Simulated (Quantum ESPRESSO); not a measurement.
Quick settings and what they miss: InN (P6_3mc, 4 atoms in the cell)

Self-consistent single point.

```
InN
1.0
    3.54920     0.00000     0.00000
   -1.77460     3.07370     0.00000
    0.00000     0.00000     5.73027
In N
2 2
Direct
  0.66667   0.33333   0.50048
  0.33333   0.66667   0.00048
  0.66667   0.33333   0.87952
  0.33333   0.66667   0.37952
```

Method of the run: PBE, GBRV 1.5 ultrasoft (PBE) pseudopotentials (plane waves; Quantum ESPRESSO).

Base settings: ecutwfc = 40 Ry; ecutrho = 200 Ry; occupations = smearing; smearing = cold; degauss = 0.0073499 Ry; potentials = {In: in_pbe_v1.4.uspp.F.UPF, N: n_pbe_v1.2.uspp.F.UPF}; K_POINTS = automatic 7 7 4 0 0 0; conv_thr = 1e-09 Ry; mixing_beta = 0.4.

Tight run (finer mesh or higher cutoff; not a proven limit): ecutwfc: 40 Ry → 56 Ry; ecutrho: 200 Ry → 280 Ry; conv_thr: 1e-09 Ry → 7.3e-11 Ry; K_POINTS: automatic 7 7 4 0 0 0 → automatic 10 10 6 0 0 0. It gave Fermi level (on the code's own zero) 9.41 eV; pressure 2.82 GPa.

Quick runs, as changes from the base:
- A: the base itself
- B: K_POINTS: automatic 7 7 4 0 0 0 → automatic 4 4 4 0 0 0
- C: ecutwfc: 40 Ry → 32 Ry; ecutrho: 200 Ry → 160 Ry; smearing: cold → gauss; degauss: 0.0073499 Ry → 0.0099958 Ry; pseudopotentials: {In: in_pbe_v1.4.uspp.F.UPF, N: n_pbe_v1.2.uspp.F.UPF} → {In: in_lda_v1.4.uspp.F.UPF, N: n_lda_v1.2.uspp.F.UPF}; K_POINTS: automatic 7 7 4 0 0 0 → automatic 6 6 6 0 0 0 [LDA (PZ)]
- D: ecutwfc: 40 Ry → 32 Ry; ecutrho: 200 Ry → 160 Ry; smearing: cold → mp; degauss: 0.0073499 Ry → 0.0147 Ry; K_POINTS: automatic 7 7 4 0 0 0 → automatic 2 2 2 0 0 0
- E: ecutwfc: 40 Ry → 24 Ry; ecutrho: 200 Ry → 120 Ry; smearing: cold → fd; degauss: 0.0073499 Ry → 0.0147 Ry; K_POINTS: automatic 7 7 4 0 0 0 → automatic 1 1 1 0 0 0
- F: ecutwfc: 40 Ry → 20 Ry; ecutrho: 200 Ry → 100 Ry; smearing: cold → mp; degauss: 0.0073499 Ry → 0.0147 Ry; K_POINTS: automatic 7 7 4 0 0 0 → automatic 4 4 4 0 0 0

Energies are extrapolated to zero smearing width, which holds to low order in the width alone (under cold and Methfessel-Paxton smearing the free energy itself is taken).

Dashes: energy of C, another energy zero.

† marks runs with another functional, U, potentials or spin treatment: their distance from the tight run is not a convergence error alone.

The count of work is k-points × plane waves × bands × iterations; it is no time. 

The starting cell comes from a database of computed structures (which also holds hypothetical and non-ambient phases and stackings), without a prior relaxation at this level. Its lattice was rescaled by a random factor within 2.5 % of one. The run gives no clean gap (levels at the Fermi energy touch, overlap or are partly filled at this smearing), which alone does not show that the compound is a metal.

| run | energy less tight (meV/atom) | pressure less tight (GPa) | largest miss in a force vector (eV/Å) | count of work / tight |
|---|---|---|---|---|
| A | 29.6 | -0.73 | 0.000 | 0.22 |
| B | 43.3 | -0.58 | 0.009 | 0.11 |
| C† | – | -12.06 | 0.007 | 0.20 |
| D | 386.8 | -1.54 | 0.295 | 0.026 |
| E | 4761.9 | -70.92 | 2.694 | 0.0041 |
| F | 6572.4 | -302.11 | 0.021 | 0.039 |

Among the runs at the tight run's level, the energy misses run from 29.6 to 6572.4 meV/atom.
